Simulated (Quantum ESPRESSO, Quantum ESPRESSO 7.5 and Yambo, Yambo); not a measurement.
## Excitons of BaS (Fm-3m): kernels and approximations

Aim: the absorption spectrum of BaS (Fm-3m) with electron-hole interaction, and what each part of the kernel does.

Program: Quantum ESPRESSO 7.5 and Yambo 5.3.0. Level of theory: PBE and many-body steps on it, plane waves. Results are calculated unless marked as measured.

Report form: the programs' logs are mostly left out.

## Step 1: Starting point

Symmetry: Fm-3m, No. 225, cubic system. The conventional cell has a = 6.388 Å, b = 6.388 Å, c = 6.388 Å, α = 90.00°, β = 90.00°, γ = 90.00°. Ba has 6 S at 3.19 Å nearest. S has 6 Ba at 3.19 Å nearest. Farther neighbours and most contacts between anions are not listed.

Coordinates:

```cif
data_structure
_symmetry_space_group_name_H-M 'P 1'
_symmetry_Int_Tables_number 1
_cell_length_a 4.5166
_cell_length_b 4.5166
_cell_length_c 4.5166
_cell_angle_alpha 60.000
_cell_angle_beta 60.000
_cell_angle_gamma 60.000
_cell_volume 65.15
loop_
_atom_site_label
_atom_site_type_symbol
_atom_site_fract_x
_atom_site_fract_y
_atom_site_fract_z
_atom_site_occupancy
Ba1 Ba 0.00000 0.00000 0.00000 1
S2 S 0.50000 0.50000 0.50000 1
```

The cell and positions come from the Crystallography Open Database and are kept as given unless a step says otherwise. Spin-orbit coupling is left out unless a step names it.

## Step 2: Empty states on the mesh, 4×4×4 mesh, 279 bands

This step: Quantum ESPRESSO 7.5; DFT, PBE, plane waves, norm-conserving pseudopotentials.

The sums over transitions need many empty states on a uniform mesh; this step solves for them.

pw.in reads:

```
&control
  calculation = 'nscf'
  prefix = 'x'
  outdir = 'o'
  pseudo_dir = 'pseudo'
/
&system
  ibrav = 0
  nat = 2
  ntyp = 2
  ecutwfc = 40.0
  nbnd = 279
  force_symmorphic = .true.
/
&electrons
  conv_thr = 1e-9
  electron_maxstep = 80
  diago_full_acc = .true.
  diago_thr_init = 5e-6
/
ATOMIC_SPECIES
  Ba 137.33 Ba.upf
  S 32.06 S.upf
CELL_PARAMETERS angstrom
  0.0000000000 3.1937500000 3.1937500000
  3.1937500000 0.0000000000 3.1937500000
  3.1937500000 3.1937500000 0.0000000000
ATOMIC_POSITIONS crystal
  Ba 0.0000000000 0.0000000000 0.0000000000
  S 0.5000000000 0.5000000000 0.5000000000
K_POINTS automatic
  4 4 4 0 0 0
```

The run is started by

```sh
> OMP_NUM_THREADS=1 mpirun -n 4 pw.x -nk 4 -in pw.in > pw.out
```

Elapsed: 13 s, on 4 MPI ranks of Arm Neoverse V2, shared host; peak memory 0.39 GiB.

This step gave:

- gap: 2.146 eV
- k of the valence top: 0, 0, 0
- k of the conduction bottom: 0, -0.5, -0.5
- least direct gap: 2.272 eV
- k points computed: 8
- lowest point of the top converged band, above the valence top: 139.6856 eV

On this mesh the gap is 2.146 eV.

The density comes from a self-consistent run that is not shown.

## Step 3: Conversion and set-up

This step: Yambo 5.3.0; conversion and set-up on PBE, plane waves, norm-conserving pseudopotentials.

The states are converted to the many-body program's format and the q mesh is built.

The run is started by

```sh
> (cd o/x.save; p2y > p2y.log; mv SAVE ../..); yambo > setup.log
```

The job ended after 1.8 s (1 MPI rank; peak memory 0.24 GiB).

## Step 4: Screening and self-energy, 4×4×4 mesh, 279 bands, screening to 210.9 eV

Now the one-shot GW correction: screening in the RPA, then the self-energy of the levels asked for.

This step: G0W0 on PBE, plane waves, norm-conserving pseudopotentials.

gw1.in reads:

```
HF_and_locXC
gw0
dyson
ppa
em1d
rim_cut
RandQpts= 1000000
RandGvec= 1 RL
EXXRLvcs= 40 Ry
VXCRLvcs= 160 Ry
Chimod= "HARTREE"
% BndsRnXp
 1 | 279 |
%
NGsBlkXp= 15.5 Ry
% LongDrXp
 1 | 1 | 1 |
%
% GbndRnge
 1 | 279 |
%
DysSolver= "n"
ExtendOut
PPAPntXp= 27.21138 eV
% QPkrange
 1 | 1 | 7 | 10 |
 7 | 7 | 7 | 10 |
%
```

The run is started by

```sh
> OMP_NUM_THREADS=1 mpirun -n 4 yambo -F gw1.in -J gw1 -C gw1 > gw1.log
```

Run time: 6.5 min. Hardware: 4 MPI ranks; peak memory 1.6 GiB.

Numbers from this step:

```yaml
g0w0_gap_on_the_points_computed: 3.641 eV
starting_gap_on_the_mesh: 2.146 eV
k_of_the_valence_top: 0, 0, 0
k_of_the_conduction_bottom: 0, -0.5, -0.5
least_direct_g0w0_gap_on_the_computed_points: 3.785 eV
```

The gap on the mesh goes from 2.15 eV to 3.64 eV, a correction of +1.49 eV.

The gap opens by 1.495 eV; the next steps shift the empty bands rigidly by 1.512 eV, the correction at the start's least direct gap.

## Step 5: Excitons

Light makes an electron and a hole together. The Bethe-Salpeter equation adds their screened attraction and their exchange, in a window of bands around the gap.

This step: Bethe-Salpeter equation on PBE with a scissors shift, plane waves, norm-conserving pseudopotentials.

bse3.in reads:

```
optics
bss
bse
em1s
dipoles
rim_cut
RandQpts= 1000000
RandGvec= 1 RL
Chimod= "HARTREE"
BSKmod= "SEX"
BSEmod= "resonant"
BSSmod= "d"
BSENGexx= 30 Ry
BSENGBlk= 6 Ry
% BSEQptR
 1 | 1 |
%
% BSEBands
 6 | 14 |
%
% BEnRange
 0 | 9 | eV
%
% BDmRange
 0.1 | 0.1 | eV
%
BEnSteps= 181
% BLongDir
 1 | 0 | 0 |
%
% BndsRnXs
 1 | 134 |
%
NGsBlkXs= 6 Ry
% LongDrXs
 1 | 1 | 1 |
%
% KfnQP_E
 1.512 | 1.0 | 1.0 |
%
WRbsWF
```

The run is started by

```sh
> OMP_NUM_THREADS=1 mpirun -n 4 yambo -F bse3.in -J bse3 -C bse3 > bse3.log
```

Elapsed: 20 s, on 4 MPI ranks; peak memory 1.3 GiB.

This step gave:

* transitions in the window: 1152
* direct gap of the transition levels: 3.784 eV
* lowest state: 3.291 eV
* first strong exciton (over a fiftieth of the strongest listed): 3.309 eV
* binding of the lowest state below the direct gap: 0.4938 eV
* Coulomb term of one mesh cell: 0.5360 eV

The binding is 0.92 times the screened Coulomb term of one mesh cell (0.54 eV), so it is not shown settled.

The lowest state lies at 3.291 eV, 0.494 eV under the direct gap.

Lines within 3 meV are set at the lowest of them, and the highest group, which the list may cut short, is left out. Lines of the exciton spectrum (strongest = 100):

```csv
position (eV),lines merged,"strength, relative"
3.291,3,0.0
3.309,3,100
3.667,2,0.0
3.676,1,0.0
3.987,3,0.0
4.018,3,95
4.041,3,0.0
4.059,3,0.0
```

The ε₂ has structure finer than the step of the table below, so its rows give means over 0.2 eV, whole bins alone (the curve runs from 0 to 9 eV). Peaks (eV: height): BSE 3.30: 6.42, 4.65: 6.43, 5.00: 7.20, 5.80: 16.7, 6.50: 15.3, 7.15: 7.03, 8.40: 7.36; no electron-hole interaction 5.60: 7.99, 6.40: 10.1, 6.95: 9.84, 7.30: 7.65, 7.60: 7.81, 8.25: 8.17, 8.90: 6.95.

Field along x; broadening 0.1 eV; transition window only. Limits: finite bands, cutoff and mesh; no spin-orbit coupling; exciton not shown settled in the k mesh. The ε₂ by photon energy; means over each step:

```csv
photon energy (eV),BSE,no electron-hole interaction
0.2,0.0335,0.0237
0.4,0.0366,0.0254
0.6,0.0401,0.0274
0.8,0.0443,0.0297
1.0,0.0492,0.0322
1.2,0.0552,0.0352
1.4,0.0625,0.0387
1.6,0.0718,0.0429
1.8,0.0839,0.0479
2.0,0.100,0.0541
2.2,0.124,0.0620
2.4,0.160,0.0723
2.6,0.224,0.0865
2.8,0.362,0.107
3.0,0.804,0.142
3.2,3.44,0.208
3.4,3.93,0.381
3.6,1.24,1.22
3.8,1.69,3.25
4.0,5.01,1.13
4.2,2.25,0.912
4.4,1.69,2.97
4.6,4.76,3.05
4.8,4.36,1.04
5.0,6.43,1.53
5.2,3.48,2.49
5.4,2.55,3.40
5.6,6.42,6.50
5.8,14.5,2.61
6.0,5.20,2.12
6.2,3.32,5.46
6.4,9.01,8.65
6.6,10.4,3.72
6.8,6.55,5.45
7.0,4.16,8.44
7.2,5.90,5.74
7.4,4.41,6.25
7.6,4.38,7.16
7.8,3.16,5.38
8.0,3.81,5.84
8.2,4.10,7.33
8.4,6.13,5.95
8.6,3.85,4.78
8.8,3.31,4.93
```

## Step 6: Triplet (no exchange term)

bse4.in, as its differences from bse3.in of step 5:

```diff
@@ -12,3 +12,3 @@
 BSSmod= "d"
-BSENGexx= 30 Ry
+BSENGexx= 1 RL
 BSENGBlk= 6 Ry
@@ -21,3 +21,3 @@
 % BEnRange
- 0 | 9 | eV
+ 0 | 7 | eV
 %
@@ -26,3 +26,3 @@
 %
-BEnSteps= 181
+BEnSteps= 141
 % BLongDir
```

The run is started by

```sh
> OMP_NUM_THREADS=1 mpirun -n 4 yambo -F bse4.in -J bse4,bse3_W -C bse4 > bse4.log
```

Elapsed: 8.8 s, on 4 MPI ranks; peak memory 1.1 GiB.

The lowest triplet lies at 3.262 eV; without spin-orbit coupling triplets are dark, so no spectrum is read.

## Step 7: Beyond Tamm-Dancoff

bse5.in, as its differences from bse4.in of step 6:

```diff
@@ -10,5 +10,5 @@
 BSKmod= "SEX"
-BSEmod= "resonant"
+BSEmod= "coupling"
 BSSmod= "d"
-BSENGexx= 1 RL
+BSENGexx= 30 Ry
 BSENGBlk= 6 Ry
```

The run is started by

```sh
> OMP_NUM_THREADS=1 mpirun -n 4 yambo -F bse5.in -J bse5,bse3_W -C bse5 > bse5.log
```

Elapsed: 54 s, on 4 MPI ranks; peak memory 2.3 GiB; 3.6 min of CPU time.

This step gave:

- transitions in the window: 1152
- direct gap of the transition levels: 3.784 eV
- lowest state: 3.290 eV
- first strong exciton (over a fiftieth of the strongest listed): 3.306 eV
- binding of the lowest state below the direct gap: 0.4940 eV
- Coulomb term of one mesh cell: 0.5360 eV

The binding is 0.92 times the screened Coulomb term of one mesh cell (0.54 eV), so it is not shown settled.

The lowest state lies at 3.290 eV, 0.494 eV under the direct gap.

## Step 8: Finite momentum (q 2)

bse6.in, as its differences from bse5.in of step 7:

```diff
@@ -10,3 +10,3 @@
 BSKmod= "SEX"
-BSEmod= "coupling"
+BSEmod= "resonant"
 BSSmod= "d"
@@ -15,3 +15,3 @@
 % BSEQptR
- 1 | 1 |
+ 2 | 2 |
 %
```

The run is started by

```sh
> OMP_NUM_THREADS=1 mpirun -n 4 yambo -F bse6.in -J bse6,bse3_W -C bse6 > bse6.log
```

Run time: 10 s. Hardware: 4 MPI ranks; peak memory 1.1 GiB; 41 s of CPU time.

This step gave:

```yaml
transitions_in_the_window: 1152
lowest_state: 3.772 eV
first_strong_exciton_over_a_fiftieth_of_the_strongest_listed: 3.890 eV
```

The lowest state lies at 3.772 eV.

The ε₂ has structure finer than the step of the table below, so its rows give means over 0.2 eV, whole bins alone (the curve runs from 0 to 7 eV). Peaks (eV: height): BSE 4.60: 3.41, 5.55: 5.43, 6.30: 9.00, 6.85: 8.03; no electron-hole interaction 5.10: 2.89, 5.45: 2.85, 6.05: 3.54, 6.45: 5.10, 6.95: 5.41.

Longitudinal response along q; broadening 0.1 eV; transition window only; momentum transfer q number 2. Limits: finite bands, cutoff and mesh; no spin-orbit coupling; exciton not shown settled in the k mesh. ε₂ against photon energy; means over each step:

```csv
photon energy (eV),BSE,no electron-hole interaction
0.2,0.0201,0.0151
0.4,0.0216,0.0160
0.6,0.0233,0.0170
0.8,0.0252,0.0182
1.0,0.0273,0.0194
1.2,0.0298,0.0208
1.4,0.0326,0.0224
1.6,0.0359,0.0242
1.8,0.0399,0.0262
2.0,0.0446,0.0286
2.2,0.0504,0.0313
2.4,0.0577,0.0344
2.6,0.0671,0.0382
2.8,0.0798,0.0428
3.0,0.0979,0.0484
3.2,0.126,0.0555
3.4,0.180,0.0650
3.6,0.324,0.0784
3.8,1.03,0.0997
4.0,1.15,0.142
4.2,1.68,0.295
4.4,2.99,0.651
4.6,3.03,0.496
4.8,2.04,1.07
5.0,2.44,1.97
5.2,1.59,2.11
5.4,3.08,2.33
5.6,4.92,1.74
5.8,4.26,1.32
6.0,4.14,2.93
6.2,6.76,2.78
6.4,7.91,4.19
6.6,5.87,4.53
6.8,6.90,4.23
```

## Step 9: Finite momentum (q 3)

bse7.in, as its differences from bse6.in of step 8:

```diff
@@ -15,3 +15,3 @@
 % BSEQptR
- 2 | 2 |
+ 3 | 3 |
 %
```

The run is started by

```sh
> OMP_NUM_THREADS=1 mpirun -n 4 yambo -F bse7.in -J bse7,bse3_W -C bse7 > bse7.log
```

Wall time 10 s (4 MPI ranks); peak memory 1.2 GiB; 41 s of CPU time.

Numbers from this step:

```
transitions in the window                                      : 1152
lowest state                                                   : 4.153 eV
first strong exciton (over a fiftieth of the strongest listed) : 4.153 eV
```

The lowest state lies at 4.153 eV.

## Step 10: RPA with local fields (no direct term)

bse8.in reads:

```
optics
bss
bse
em1s
dipoles
rim_cut
RandQpts= 1000000
RandGvec= 1 RL
Chimod= "HARTREE"
BSKmod= "HARTREE"
BSEmod= "resonant"
BSSmod= "h"
BSENGexx= 30 Ry
BSENGBlk= 6 Ry
% BSEQptR
 1 | 1 |
%
% BSEBands
 6 | 14 |
%
% BEnRange
 0 | 9 | eV
%
% BDmRange
 0.1 | 0.1 | eV
%
BEnSteps= 181
% BLongDir
 1 | 0 | 0 |
%
% BndsRnXs
 1 | 134 |
%
NGsBlkXs= 6 Ry
% LongDrXs
 1 | 1 | 1 |
%
% KfnQP_E
 1.512 | 1.0 | 1.0 |
%
BSHayTrs= -0.02
```

The run is started by

```sh
> OMP_NUM_THREADS=1 mpirun -n 4 yambo -F bse8.in -J bse8,bse3_W -C bse8 > bse8.log
```

Wall time 2.2 s (4 MPI ranks); peak memory 1 GiB.

Numbers from this step:

```
transitions in the window           : 1152
direct gap of the transition levels : 3.784 eV
```

## Step 11: Window without empty bands

bse9.in reads:

```
optics
bss
bse
em1s
dipoles
rim_cut
RandQpts= 1000000
RandGvec= 1 RL
Chimod= "HARTREE"
BSKmod= "SEX"
BSEmod= "resonant"
BSSmod= "d"
BSENGexx= 30 Ry
BSENGBlk= 6 Ry
% BSEQptR
 1 | 1 |
%
% BSEBands
 7 | 8 |
%
% BEnRange
 0 | 7 | eV
%
% BDmRange
 0.1 | 0.1 | eV
%
BEnSteps= 141
% BLongDir
 1 | 0 | 0 |
%
% BndsRnXs
 1 | 134 |
%
NGsBlkXs= 6 Ry
% LongDrXs
 1 | 1 | 1 |
%
% KfnQP_E
 1.512 | 1.0 | 1.0 |
%
WRbsWF
```

The run is started by

```sh
> OMP_NUM_THREADS=1 mpirun -n 4 yambo -F bse9.in -J bse9,bse3_W -C bse9 > bse9.log
```

The job ended after 0.65 s (4 MPI ranks; peak memory 0.24 GiB).

The run stopped with an error after 0.65 s.

The program's words: [ERROR] STOP signal received while in[08.01.01] Transition pre-analysis @q1 [ERROR] The whole BSE has zero dimension !

The fault put into this input: window without empty bands.

## Step 12: Empty states on the mesh, 6×6×6 mesh, 76 bands

This step: Quantum ESPRESSO 7.5; DFT, PBE, plane waves, norm-conserving pseudopotentials.

pw.in: that of step 2 with these lines changed.

```diff
@@ -11,3 +11,3 @@
   ecutwfc = 40.0
-  nbnd = 279
+  nbnd = 76
   force_symmorphic = .true.
@@ -31,2 +31,2 @@
 K_POINTS automatic
-  4 4 4 0 0 0
+  6 6 6 0 0 0
```

The run is started by

```sh
> OMP_NUM_THREADS=1 mpirun -n 4 pw.x -nk 4 -in pw.in > pw.out
```

Run time: 4.2 s. Hardware: 4 MPI ranks; peak memory 0.23 GiB.

Numbers from this step:

```
gap                                                           : 2.146 eV
k of the valence top                                          : 0, 0, 0
k of the conduction bottom                                    : 0, -0.5, -0.5
least direct gap                                              : 2.272 eV
k points computed                                             : 16
lowest point of the top converged band, above the valence top : 51.5139 eV
```

On this mesh the gap is 2.146 eV.

## Step 13: Conversion and set-up

This step: Yambo 5.3.0; conversion and set-up on PBE, plane waves, norm-conserving pseudopotentials.

The run is started by

```sh
> (cd o/x.save; p2y > p2y.log; mv SAVE ../..); yambo > setup.log
```

It took 1.9 s on 1 MPI rank; peak memory 0.24 GiB.

## Step 14: k mesh (6×6×6)

This step: Bethe-Salpeter equation on PBE with a scissors shift, plane waves, norm-conserving pseudopotentials.

bse11.in, as its differences from bse9.in of step 11:

```diff
@@ -13,3 +13,3 @@
 BSENGexx= 30 Ry
-BSENGBlk= 6 Ry
+BSENGBlk= 4 Ry
 % BSEQptR
@@ -18,3 +18,3 @@
 % BSEBands
- 7 | 8 |
+ 6 | 14 |
 %
@@ -31,5 +31,5 @@
 % BndsRnXs
- 1 | 134 |
+ 1 | 76 |
 %
-NGsBlkXs= 6 Ry
+NGsBlkXs= 4 Ry
 % LongDrXs
```

The run is started by

```sh
> OMP_NUM_THREADS=1 mpirun -n 4 yambo -F bse11.in -J bse11 -C bse11 > bse11.log
```

Wall time 3.4 min (4 MPI ranks); peak memory 2.2 GiB; 14 min of CPU time.

Numbers from this step:

| Quantity | Value |
| --- | --- |
| transitions in the window | 3888 |
| direct gap of the transition levels | 3.784 eV |
| lowest state | 3.423 eV |
| first strong exciton (over a fiftieth of the strongest listed) | 3.435 eV |
| binding of the lowest state below the direct gap | 0.3611 eV |
| Coulomb term of one mesh cell | 0.3749 eV |

The binding is 0.96 times the screened Coulomb term of one mesh cell (0.37 eV), so it is not shown settled.

The lowest state lies at 3.423 eV, 0.361 eV under the direct gap.

The ε₂ has structure finer than the step of the table below, so its rows give means over 0.2 eV, whole bins alone (the curve runs from 0 to 7 eV). Peaks (eV: height): BSE 3.80: 3.89, 4.25: 5.89, 4.80: 4.79, 5.45: 9.35, 6.00: 11.2, 6.20: 11.7, 6.90: 10.3; no electron-hole interaction 4.15: 2.13, 4.70: 3.87, 5.25: 3.93, 5.85: 4.39, 6.65: 9.51.

Field along x; broadening 0.1 eV; transition window only. Limits: finite bands, cutoff and mesh; no spin-orbit coupling; exciton not shown settled in the k mesh. ε₂ against photon energy; means over each step:

```
photon energy (eV)     BSE  no electron-hole interaction
               0.2  0.0306                        0.0215
               0.4  0.0332                        0.0230
               0.6  0.0362                        0.0247
               0.8  0.0397                        0.0266
               1.0  0.0438                        0.0288
               1.2  0.0487                        0.0312
               1.4  0.0545                        0.0341
               1.6  0.0617                        0.0374
               1.8  0.0707                        0.0413
               2.0  0.0823                        0.0460
               2.2  0.0979                        0.0518
               2.4   0.120                        0.0591
               2.6   0.154                        0.0686
               2.8   0.214                        0.0816
               3.0   0.345                         0.101
               3.2   0.821                         0.134
               3.4    2.84                         0.207
               3.6    2.23                         0.497
               3.8    3.24                          1.21
               4.0    1.82                          1.22
               4.2    4.29                          1.60
               4.4    3.47                         0.932
               4.6    3.24                          2.54
               4.8    4.43                          3.00
               5.0    3.25                          2.29
               5.2    3.37                          3.32
               5.4    7.95                          3.05
               5.6    5.46                          2.46
               5.8    5.06                          3.97
               6.0    9.76                          3.28
               6.2    10.4                          3.31
               6.4    6.30                          4.26
               6.6    5.26                          7.49
               6.8    7.44                          7.02
```

## Step 15: The runs together

Times are wall times on 4 MPI ranks of Arm Neoverse V2, shared host, good to a factor of about two.

| run | mesh | transitions | broadening (eV) | direct gap (eV) | lowest state (eV) | binding (eV) | mesh cell's term (eV) | tallest peak (eV) | height | time |
| --- | --- | --- | --- | --- | --- | --- | --- | --- | --- | --- |
| excitons | 4×4×4 | 1152 | 0.1 | 3.784 | 3.291 | 0.494 | 0.536 | 5.80 | 16.7 | 20 s |
| triplet (no exchange term) | 4×4×4 | 1152 | 0.1 | 3.784 | 3.262 | 0.523 | 0.536 | - | - | 8.8 s |
| beyond Tamm-Dancoff | 4×4×4 | 1152 | 0.1 | 3.784 | 3.290 | 0.494 | 0.536 | 5.75 | 15.9 | 54 s |
| finite momentum (q 2) | 4×4×4 | 1152 | 0.1 | - | 3.772 | - | - | 6.30 | 9.00 | 10 s |
| finite momentum (q 3) | 4×4×4 | 1152 | 0.1 | - | 4.153 | - | - | 5.10 | 2.30 | 10 s |
| RPA with local fields (no direct term) | 4×4×4 | 1152 | 0.1 | 3.784 | - | - | - | 8.30 | 8.90 | 2.2 s |
| k mesh (6×6×6) | 6×6×6 | 3888 | 0.1 | 3.784 | 3.423 | 0.361 | 0.375 | 6.20 | 11.7 | 3.4 min |

## Step 16: Outcome

```json
{"excitons": "lowest state 3.291 eV (not settled in the k mesh)", "triplet (no exchange term)": "lowest state 3.262 eV (not settled in the k mesh)", "beyond Tamm-Dancoff": "lowest state 3.290 eV (not settled in the k mesh)", "finite momentum (q 2)": "lowest state 3.772 eV (not settled in the k mesh)", "finite momentum (q 3)": "lowest state 4.153 eV (not settled in the k mesh)", "RPA with local fields (no direct term)": "tallest peak 8.3 eV", "k mesh (6×6×6)": "lowest state 3.423 eV (not settled in the k mesh)"}
```

In words: On the 4×4×4 mesh the lowest exciton lies at 3.291 eV, 0.494 eV below the direct gap; one cell of the mesh carries a screened Coulomb term of 0.54 eV, so this binding is not shown settled. That state is dark or weak; the first strong one lies at 3.309 eV. Bindings below are those of the lowest state. Triplet (no exchange term), against «excitons (4×4×4)»: the lowest state moves by −0.029 eV (keys changed: BSENGexx, BEnSteps and BEnRange). Triplets are dark. Beyond Tamm-Dancoff, against «excitons (4×4×4)»: the lowest state stays within 0.01 eV (keys changed: BSEmod, BEnSteps and BEnRange). Finite momentum (q 2), against «excitons (4×4×4)»: the lowest state moves by +0.481 eV (keys changed: BSEQptR, BEnSteps and BEnRange). Finite momentum (q 3), against «excitons (4×4×4)»: the lowest state moves by +0.863 eV (keys changed: BSEQptR, BEnSteps and BEnRange). RPA with local fields (no direct term), against «excitons (4×4×4)»: the tallest peak goes from 5.80 eV to 8.30 eV (keys changed: BSKmod, BSSmod and BSHayTrs). k mesh (6×6×6), against «excitons (4×4×4)»: the lowest state moves by +0.133 eV (keys changed: BndsRnXs, NGsBlkXs, BSENGBlk, BEnSteps, BEnRange and the mesh). A rigid shift treats all transitions alike. In the G0W0 table the openings from the upper filled bands to the empty bands at the same k run from +1.39 to +1.97 eV (median +1.61), where the shift is +1.51 eV, so peaks stand off by such differences. Lines within a few meV of each other can be one level split by numerical noise, or distinct levels. Screening is static and electronic alone, and only transitions inside the band window count. The many-body steps are scalar-relativistic: spin-orbit coupling is not in them.

[Paths, hosts, dates, memory and timing lines, banners, echoed tables and standing remarks are left out of the program output.]

[Logs are printed without paths, hosts, clocks, repeated set-up lines and the standing remarks that a program may print on its own settings, such as how far it seeks lower states.]

[Runs of the session that timed out or met a known fault of the program may be left out.]

[Hosts, paths, dates, database ids (printed as entryN), source tags and the programs' standing remarks are cut or masked in the printed files.]
